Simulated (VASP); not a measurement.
A run of VASP 6.6.1:

INCAR

```
SYSTEM = TaS2
PREC = Accurate ; ENCUT = 520
EDIFF = 1E-6 ; ISMEAR = 0
SIGMA = 0.05 ; LREAL = .False.
LASPH = .True. ; NELM = 60
ALGO = Normal ; ISIF = 2
LWAVE = .False. ; LCHARG = .False.
ISPIN = 2 ; MAGMOM = 0.5 0 0
LORBIT = 11 ; LMAXMIX = 4
LDAU = .True. ; LDAUTYPE = 2
LDAUL = 2 -1 ; LDAUU = 8 0
LDAUJ = 0 0 ; LDAUPRINT = 1
GGA = PS
```

The input KPOINTS:

```
regular mesh
0
Gamma
  7 7 3
  0 0 0
```

File POSCAR:

```
TaS2
1.0
    3.3500014000      0.0000000000      0.0000000000
   -1.6750007000      2.9011863100      0.0000000000
    0.0000000000      0.0000000000      5.8599987400
Ta S
1 2
Direct
    0.0000000000      0.0000000000      0.0000000000
    0.3333333333      0.6666666667      0.2500000000
    0.6666666667      0.3333333333      0.7500000000
```

Potentials or basis: VASP PAW PBE potentials, release 64 (Ta_pv, S).

Command:

```console
$ cat potpaw_PBE.64/Ta_pv/POTCAR potpaw_PBE.64/S/POTCAR > POTCAR
$ mpirun -np 1 vasp_std > vasp.out
```

Hardware: 1 thread of AMD EPYC 9R45 96-Core Processor (Zen 5), on a shared host.

How long does it take, and how much memory?

It took 32 s on 1 thread of AMD EPYC 9R45 96-Core Processor (Zen 5), on a shared host, peak memory 0.19 GiB. Counts: scf iterations 16, k points 20.
